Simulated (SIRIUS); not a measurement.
Tb under changes of volume

One of the cells (33.132 Å³/atom); the others are scaled copies at fixed shape and fractional positions:

```
Tb
1.0
    -2.02331    2.02331    2.02331
     2.02331   -2.02331    2.02331
     2.02331    2.02331   -2.02331
Tb
1
Cartesian
  0.0000 0.0000 0.0000
```

This isn't the form of Tb at room conditions, which is hcp.

| Quantity | Value |
| --- | --- |
| Program | SIRIUS 7.12.0 |
| Functional | PBE |
| Potentials or basis | all-electron FP-LAPW |
| Cutoff | 168 eV |
| Basis | apw+lo standard |
| k mesh | 9 × 9 × 9 |
| Occupations | fermi-dirac, width 0.05 eV |
| Spin | collinear spin, ferromagnetic start |
| Starting moments | [6.0] μB |

```csv
volume (Å³/atom),energy over the lowest point (meV/atom),moment (μB per cell)
30.533,6.62,5.82
31.183,1.83,5.81
31.833,0.00,5.80
33.132,?,?
33.782,6.39,5.78
34.431,168.68,5.91
```

**Question.** What does the run at 33.132 Å³/atom give?

**Answer.** Energy over the lowest point 2.29 meV/atom; moment 5.79 μB per cell.

The energies don't lie on one smooth curve, so no fit is given. The run at 34.431 Å³/atom lies farthest off, from a change of basis, grid or state.

Energies are extrapolated to zero smearing.

Caveats: the magnetic or orbital state may not be the lowest.
